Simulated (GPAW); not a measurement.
# HgTe (I-4m2) in GPAW: settings compared

One crystal, HgTe, is run at these levels: LDA, PBE; tasks: single point.

Program: GPAW 26.7.0. These are calculated values, not measurements. Logs are shortened: lines on timing, memory, paths and dates and some standing lists are left out, and cuts for length are marked. The log counts tension as positive stress, the text compression.

## 1. The structure

The structure is tetragonal, space group I-4m2 (No. 119). Conventional cell: a = 6.091 Å, b = 6.091 Å, c = 3.119 Å, α = 90.00°, β = 90.00°, γ = 90.00°. Hg (site symmetry -4m2) is surrounded by 2 Hg at 3.12 Å and 4 Te at 3.14 Å. Around Te (site symmetry -4m2) lie 2 Te at 3.12 Å and 4 Hg at 3.14 Å.

Measurements of this composition are mostly on another form, of space group No. 216.

## 2. Single point, LDA

run.py

```python
from ase.dft.bandgap import bandgap
from ase.io import read, write
from ase.units import GPa
from gpaw import GPAW, PW

atoms = read('HgTe.xyz')

calc = GPAW(mode=PW(600),
            xc='LDA',
            kpts={'size': (10, 10, 10), 'gamma': True},
            occupations={'name': 'methfessel-paxton', 'order': 0, 'width': 0.1},
            nbands=18,
            convergence={'density': 1e-05, 'energy': 1e-05},
            maxiter=150,
            txt='gpaw.txt')
atoms.calc = calc
energy = atoms.get_potential_energy()
forces = atoms.get_forces()
stress = atoms.get_stress()
calc.write('gs.gpw')
write('result.traj', atoms)
print(f'Energy: {energy:.6f} eV')
print('Forces (eV/A):')
print(forces.round(4))
print('Stress (GPa):', (stress / GPa).round(3))
print('Fermi level:', round(calc.get_fermi_level(), 4), 'eV')
print(f'Gap: {bandgap(calc)[0]:.4f} eV, direct: {bandgap(calc, direct=True)[0]:.4f} eV')
```

HgTe.xyz

```xyz
2
Lattice="-3.0456030000 3.0456030000 1.5594100000 3.0456030000 -3.0456030000 1.5594100000 3.0456030000 3.0456030000 -1.5594100000" Properties=species:S:1:pos:R:3 pbc="T T T"
Hg     0.0000000000      3.0456030000      0.7797050000
Te     0.0000000000      0.0000000000      0.0000000000
```

Potentials or basis: the program's PAW data sets (release 1.2.1) made for this functional, pw.

Run with:

```console
OMP_NUM_THREADS=1 python run.py
```

gpaw.txt:

```text
__  _  _
 | _ |_)|_||  |
 |__||  | ||/\| - 26.7.0

Input parameters:
  mode=PW(ecut=600.0),
  convergence={'density': 1e-05, 'energy': 1e-05},
  kpts=MonkhorstPack(size=(10, 10, 10), gamma=True),
  maxiter=150,
  nbands=18,
  occupations=Occupations(name='methfessel-paxton', order=0, width=0.1),
  xc=XC(name='LDA')

Diagonalizing LCAO Hamiltonian
Converting LCAO to pw mode

         Hg

       Te

Atoms  # Å, Bohr magnetons
|   | symbol |        x |        y |        z |    initial magnetic moments |
|---|--------|----------|----------|----------|-----------------------------|
| 0 |     Hg | 0.000000 | 3.045603 | 0.779705 | ( 0.0000,  0.0000,  0.0000) |
| 1 |     Te | 0.000000 | 0.000000 | 0.000000 | ( 0.0000,  0.0000,  0.0000) |

Unit cell  # Å
| periodic |         x |         y |         z |  lengths |     angles |
|----------|-----------|-----------|-----------|----------|------------|
|      yes | -3.045603 |  3.045603 |  1.559410 | 4.580737 |  96.655021 |
|      yes |  3.045603 | -3.045603 |  1.559410 | 4.580737 |  96.655021 |
|      yes |  3.045603 |  3.045603 | -1.559410 | 4.580737 | 140.194129 |

Number of symmetries: 8
Symmetry operations  # r_c * U_cc + t_c -> r_c
|   | kind |            matrix            |
|---|------|------------------------------|
| 0 |  σ   |  1, 1, 1,  0, 0,-1,  0,-1, 0 |
| 1 |  E   |  1, 0, 0,  0, 1, 0,  0, 0, 1 |
| 2 |  C2  |  0, 1, 0,  1, 0, 0, -1,-1,-1 |
| 3 |  S4  |  0, 0, 1, -1,-1,-1,  0, 1, 0 |
| 4 |  σ   |  0, 0,-1,  1, 1, 1, -1, 0, 0 |
| 5 |  C2  |  0,-1, 0, -1, 0, 0,  0, 0,-1 |
| 6 |  C2  | -1, 0, 0,  0,-1, 0,  1, 1, 1 |
| 7 |  S4  | -1,-1,-1,  0, 0, 1,  1, 0, 0 |

BZ-sampling:
  Number of BZ points: 1000
  Number of IBZ points: 102

  Monkhorst-Pack size: [10, 10, 10]
  Monkhorst-Pack shift: [0.05, 0.05, 0.05]

K-points  # in reciprocal-cell coordinates
|     |                                coordinates |     weight |
|-----|--------------------------------------------|------------|
|   0 | (  0.00000000,   0.00000000,   0.00000000) | 0.00100000 |
|   1 | (  0.10000000,  -0.10000000,   0.00000000) | 0.00400000 |
|   2 | (  0.10000000,  -0.10000000,   0.10000000) | 0.00400000 |
|   3 | (  0.10000000,   0.00000000,   0.00000000) | 0.00800000 |
|   4 | (  0.10000000,   0.10000000,  -0.10000000) | 0.00200000 |
|   5 | (  0.20000000,  -0.20000000,   0.00000000) | 0.00400000 |
|   6 | (  0.20000000,  -0.20000000,   0.10000000) | 0.00800000 |
|   7 | (  0.20000000,  -0.20000000,   0.20000000) | 0.00400000 |
|   8 | (  0.20000000,  -0.10000000,   0.00000000) | 0.01600000 |
|   9 | (  0.20000000,  -0.10000000,   0.10000000) | 0.00800000 |
| ... |                                            |            |
| 101 | (  0.50000000,   0.50000000,   0.50000000) | 0.00100000 |

Plane wave coefficients: 1946
Cutoff: 600.0 eV

Spin-components: 1 (collinear spins)
Bands:           18
Projectors:      11
Spin-degeneracy: 2
Datatype:        complex128

Parallelization:
  kpt:    1
  domain: 1
  band:   1

Density:
  Valence electrons: 24.0
  Components: 1
  Grid points: [27 27 27]
  Charge: 0.0  # |e|

Potential:
  Grid points: [27 27 27]

species:
  Hg:
    name:    Mercury
    Z:       80.0
    valence: 18
    core:    62
    charge:  0.0  # [|e|]
    compensation charges:
      type: gauss
      rc: 0.41  # [Å]
      lmax: 2
    cutoffs:
      filter: 2.17  # [Å]
      core: 2.06  # [Å]
    projectors
    | kind |    occ | energy [eV] | rcut [Å] |
    |------|--------|-------------|----------|
    |   6s |  2.000 |      -7.094 |    1.307 |
    |   5p |  6.000 |     -66.817 |    1.291 |
    |   6p |  0.000 |      -1.195 |    1.291 |
    |   5d | 10.000 |     -10.099 |    1.302 |
    |    s |        |      20.118 |    1.307 |
    |    d |        |      17.112 |    1.302 |

    Using partial waves for Hg as LCAO basis

  Te:
    name:    Tellurium
    Z:       52.0
    valence: 6
    core:    46
    charge:  0.0  # [|e|]
    compensation charges:
      type: gauss
      rc: 0.36  # [Å]
      lmax: 2
    cutoffs:
      filter: 2.09  # [Å]
      core: 3.17  # [Å]
    projectors
    | kind |    occ | energy [eV] | rcut [Å] |
    |------|--------|-------------|----------|
    |   5s |  2.000 |     -15.337 |    1.180 |
    |   5p |  4.000 |      -6.113 |    1.196 |
    |    s |        |      11.875 |    1.180 |
    |    p |        |      21.098 |    1.196 |
    |    d |        |       0.000 |    1.238 |

    Using partial waves for Te as LCAO basis

Reference energy: -717502.457223  # eV

eigensolver:
  PPCG
  Converge bands: occupied
  niter=2

density mixing:
  MSR1-Mixer
  Pratt-step length: 0.05
  Maximum mixing coefficient: 0.75
  Old densities: 10
  SVD Regularization: 0.005
  Good broyden scale: 1.0
  Trust region scale: 1.0
  Backstep threshold: 4.0
  History deletion threshold: 6.0
  Fourier metric: weight=20.0, sigma=0.015

occupation numbers:
  Methfessel-Paxton:
    width: 0.1000  # eV
    order: 0

poisson solver:
  ecut: 4800.0  # eV

xc functional:
  name: None

convergence criteria:
- Maximum integral of absolute [dens]ity change: 1e-05 electrons / valence electron
- Maximum [total energy] change in last 3 cyles: 1e-05 eV / valence electron
- Maximum integral of absolute [eigenst]ate change: 4e-08 eV^2 / valence electron
maximum number of iterations: 150

SCF iterations
|iter     | |      energy | eigst |  dens |
|---------|-|-------------|-------|-------|
|iter:   1| |   -5.634590 | -0.21 |       |
|iter:   2| |   -5.598095 | -2.22 | -1.52 |
|iter:   3| |   -5.516705 | -2.37 | -1.56 |
|iter:   4| |   -5.525475 | -3.17 | -1.95 |
|iter:   5| |   -5.529170 | -3.32 | -2.31 |
|iter:   6| |   -5.529191 | -5.19 | -3.24 |
|iter:   7| |   -5.529220c| -5.55 | -3.80 |
|iter:   8| |   -5.529222c| -7.15 | -4.29 |
|iter:   9| |   -5.529222c| -7.48c| -4.73 |
|iter:  10| |   -5.529222c| -8.15c| -5.55c|

Converged in 10 steps
Energy contributions relative to reference atoms: (reference = -717502.457223)

Energy contributions:
  Kinetic:          17.994727
  Coulomb:         -14.300730
  Zero:             -2.113377
  External:          0.000000
  Xc:               -7.106780
  Entropy:          -0.006126
  Spinorbit:         0.000000
  ----------------------------
  Free energy:      -5.532285
  Extrapolated:     -5.529222

dipole moment: (-19.963635, -6.216834, -6.702463)  # |e|*Ang

Fermi level: 5.703
Eigenvalues  # (at kpt = [0.000, 0.000, 0.000])
| band index |      eig [eV] | occ [0-2] |
|------------|---------------|-----------|
|          0 |       -57.528 |     2.000 |
|        ... |               |           |
|          4 |        -1.809 |     2.000 |
|          5 |        -1.101 |     2.000 |
|          6 |        -1.027 |     2.000 |
|          7 |        -0.601 |     2.000 |
|          8 |        -0.601 |     2.000 |
|          9 |         2.251 |     2.000 |
|         10 |         3.318 |     2.000 |
|         11 |         3.318 |     2.000 |
|         12 |         9.183 |     0.000 |
|         13 |        10.393 |     0.000 |
|         14 |        12.535 |     0.000 |
|         15 |        12.535 |     0.000 |
|         16 |        15.099 |     0.000 |
|         17 |        16.046 |     0.000 |

No gap
No difference between direct/indirect transitions

Forces  # eV/Ang
|       x |       y |        z |
|---------|---------|----------|
| 0.00000 | 0.00000 | -0.00000 |  # Hg   0
| 0.00000 | 0.00000 | -0.00000 |  # Te   1

Stress tensor  # eV/Ang^3
|        x |         y |         z |
|----------|-----------|-----------|
| 0.039487 |  0.000000 |  0.000000 |
| 0.000000 |  0.039487 | -0.000000 |
| 0.000000 | -0.000000 |  0.014043 |

# Writing to gs.gpw (mode='')
```

Run time: 82 s. Hardware: 1 thread of Arm Neoverse V1, shared host; peak memory 0.24 GiB.

What came out:

```
Free energy            : -5.5323 eV
Pressure               : -5.0 GPa
Band gap on the k mesh : none (metal or under the smearing width)
```

Caveat: the program warned that so skewed a cell can give wrong results. Spin-orbit coupling is left out, which matters for the levels of Hg, Te.

## 3. Single point, PBE

run.py, as its differences from that of step 2:

```diff
@@ -5,8 +5,8 @@
 
-atoms = read('HgTe.xyz')
+atoms = read('POSCAR')
 
 calc = GPAW(mode=PW(600),
-            xc='LDA',
+            xc='PBE',
             kpts={'size': (10, 10, 10), 'gamma': True},
-            occupations={'name': 'methfessel-paxton', 'order': 0, 'width': 0.1},
+            occupations={'name': 'methfessel-paxton', 'order': 0, 'width': 0.02},
             nbands=18,
```

POSCAR

```
HgTe
1.0
   -3.0456030000      3.0456030000      1.5594100000
    3.0456030000     -3.0456030000      1.5594100000
    3.0456030000      3.0456030000     -1.5594100000
Hg Te
1 1
Direct
    0.7500000000      0.2500000000      0.5000000000
    0.0000000000      0.0000000000      0.0000000000
```

Potentials or basis: GPAW PAW data sets (gpaw-data 1.2.1), pw.

Run with:

```console
OMP_NUM_THREADS=1 python run.py
```

gpaw.txt:

```text
__  _  _
 | _ |_)|_||  |
 |__||  | ||/\| - 26.7.0

Input parameters:
  mode=PW(ecut=600.0),
  convergence={'density': 1e-05, 'energy': 1e-05},
  kpts=MonkhorstPack(size=(10, 10, 10), gamma=True),
  maxiter=150,
  nbands=18,
  occupations=Occupations(name='methfessel-paxton', order=0, width=0.02),
  xc=XC(name='PBE')

Diagonalizing LCAO Hamiltonian
Converting LCAO to pw mode

         Hg

       Te

Atoms  # Å, Bohr magnetons
|   | symbol |        x |        y |        z |    initial magnetic moments |
|---|--------|----------|----------|----------|-----------------------------|
| 0 |     Hg | 0.000000 | 3.045603 | 0.779705 | ( 0.0000,  0.0000,  0.0000) |
| 1 |     Te | 0.000000 | 0.000000 | 0.000000 | ( 0.0000,  0.0000,  0.0000) |

Unit cell  # Å
| periodic |         x |         y |         z |  lengths |     angles |
|----------|-----------|-----------|-----------|----------|------------|
|      yes | -3.045603 |  3.045603 |  1.559410 | 4.580737 |  96.655021 |
[... 169 lines left out ...]
  External:          0.000000
  Xc:               -6.181882
  Entropy:          -0.000476
  Spinorbit:         0.000000
  ----------------------------
  Free energy:      -4.083442
  Extrapolated:     -4.083204

dipole moment: (-19.856868, -6.171109, -6.663424)  # |e|*Ang

Fermi level: 6.084
Eigenvalues  # (at kpt = [0.000, 0.000, 0.000])
| band index |      eig [eV] | occ [0-2] |
|------------|---------------|-----------|
|          0 |       -57.225 |     2.000 |
|        ... |               |           |
|          4 |        -1.509 |     2.000 |
|          5 |        -0.812 |     2.000 |
|          6 |        -0.738 |     2.000 |
|          7 |        -0.330 |     2.000 |
|          8 |        -0.330 |     2.000 |
|          9 |         2.719 |     2.000 |
|         10 |         3.661 |     2.000 |
|         11 |         3.661 |     2.000 |
|         12 |         9.599 |     0.000 |
|         13 |        10.728 |     0.000 |
|         14 |        12.973 |     0.000 |
|         15 |        12.973 |     0.000 |
|         16 |        15.380 |     0.000 |
|         17 |        16.315 |     0.000 |

No gap
No difference between direct/indirect transitions

Forces  # eV/Ang
|       x |        y |        z |
|---------|----------|----------|
| 0.00000 |  0.00000 | -0.00000 |  # Hg   0
| 0.00000 | -0.00000 | -0.00000 |  # Te   1

Stress tensor  # eV/Ang^3
|         x |        y |         z |
|-----------|----------|-----------|
|  0.010101 | 0.000000 | -0.000000 |
|  0.000000 | 0.010101 |  0.000000 |
| -0.000000 | 0.000000 | -0.017953 |

# Writing to gs.gpw (mode='')
```

stdout:

```text
<dir> UserWarning: The angles between your unit-cell vectors are 96.7, 96.7 and 140.2 degrees.  Results may be wrong!  Please Niggli-reduce your unit-cell so that the angles are closer to 90 degrees:

  from ase.build import niggli_reduce
  niggli_reduce(atoms)

  warnings.warn(
Energy: -4.083204 eV
Forces (eV/A):
[[ 0.  0. -0.]
 [ 0. -0. -0.]]
Stress (GPa): [ 1.618  1.618 -2.876  0.    -0.     0.   ]
Fermi level: 6.0844 eV
Gap: 0.0000 eV, direct: 0.0000 eV
```

Wall time 83 s (1 thread of Arm Neoverse V1, shared host); peak memory 0.24 GiB.

Results:

- Free energy: -4.0834 eV
- Pressure: -0.1 GPa
- Band gap on the k mesh: none (metal or under the smearing width)

Stress tensor (GPa, compression positive):
```
-1.62  0.00  0.00
 0.00 -1.62  0.00
 0.00  0.00  2.88
```

Caveat: the program warned that so skewed a cell can give wrong results. Spin-orbit coupling is left out, which matters for the levels of Hg, Te.
